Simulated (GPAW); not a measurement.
The system is ZrN.

```
CELL_PARAMETERS angstrom
0.00000 2.30000 2.30000
2.30000 0.00000 2.30000
2.30000 2.30000 0.00000
ATOMIC_POSITIONS crystal
Zr 0.50000 0.50000 0.50000
N 0.00000 0.00000 0.00000
```

| Quantity | Value |
| --- | --- |
| Program | GPAW 26.7.0 |
| Task | relaxation of cell and atoms |
| Functional | revPBE |
| Dispersion | D3(BJ) |
| Potentials or basis | the program's PAW data sets (release 1.2.1) made for this functional |
| Cutoff | 800 eV |
| Basis | pw |
| k mesh | 10 × 10 × 10 |
| Occupations | fermi-dirac, width 0.05 eV |
| Spin | no spin polarisation |

At the start: pressure -10.7 GPa; volume 12.17 Å³/atom.

Task: How do energy, volume and symmetry change on relaxing?

Result: Over 9 steps the energy falls by 16.4 meV/atom and the volume is 11.63 Å³/atom (-4.4 %); space group Fm-3m (No. 225, to 0.05 Å).

Step by step:
| step | energy change (eV) | largest force (eV/Å) | pressure (GPa) | volume (Å³) |
| --- | --- | --- | --- | --- |
| 1 | 0.0000 | 0.0000 | -10.72 | 24.33 |
| 2 | -0.0164 | 0.0000 | -7.94 | 24.04 |
| 3 | -0.0314 | 0.0000 | -2.76 | 23.54 |
| 4 | -0.0280 | 0.0000 | 3.79 | 22.97 |
| 5 | -0.0286 | 0.0000 | 3.50 | 23.00 |
| 6 | -0.0297 | 0.0000 | 2.95 | 23.04 |
| 7 | -0.0309 | 0.0000 | 2.18 | 23.11 |
| 8 | -0.0320 | 0.0000 | 1.25 | 23.18 |
| 9 | -0.0327 | 0.0000 | 0.25 | 23.27 |

Final structure:
```
Zr N
1.0
     0.00000    2.26592    2.26592
     2.26592    0.00000    2.26592
     2.26592    2.26592    0.00000
Zr N
1 1
Cartesian
  2.2659 2.2659 2.2659
  0.0000 0.0000 0.0000
```

Caveat: later steps reuse the first step's grids; pairwise dispersion overbinds metals, which lowers pressure and volume.
